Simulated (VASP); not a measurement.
Input of a VASP 6.6.1 run:

File INCAR:

```
SYSTEM = Sn
PREC     = Accurate       ! precision mode
ENCUT    = 500            ! plane-wave cutoff, eV
EDIFF    = 1E-6           ! SCF threshold, eV
ISMEAR   = 0              ! smearing method
SIGMA    = 0.05           ! smearing width, eV
LREAL    = .False.        ! projectors in reciprocal space
LASPH    = .True.         ! aspherical terms in the spheres
NELM     = 80             ! most SCF steps
ALGO     = Normal         ! electronic algorithm
ISIF     = 2              ! what is computed and relaxed
LWAVE    = .False.        ! write WAVECAR
LCHARG   = .True.         ! write CHGCAR
GGA      = PE             ! functional
LELF     = .True.         ! ELF
LVHAR    = .True.       
NBANDS   = 11             ! bands
```

Contents of KPOINTS:

```
regular mesh
0
Gamma
  9 9 9
  0 0 0
```

POSCAR

```
Sn
1.0
   -2.9401404553      2.9401404553      1.5993019889
    2.9401404553     -2.9401404553      1.5993019889
    2.9401404553      2.9401404553     -1.5993019889
Sn
2
Cartesian
    0.0000000000      0.0000000000      0.0000000000
    0.0000000000      2.9401404553      0.7996509944
```

Potentials or basis: VASP PAW PBE potentials, release 64 (Sn).

Launch:

```bash
$ cat potpaw_PBE.64/Sn/POTCAR > POTCAR
$ mpirun -np 1 vasp_std > vasp.out
```

Estimate the pressure.

1.4 GPa.

Estimate the band gap on the k mesh.

none (metal or under the smearing width).

Stress tensor (GPa, compression positive):
```
1.43 0.00 0.00
0.00 1.43 0.00
0.00 0.00 1.19
```
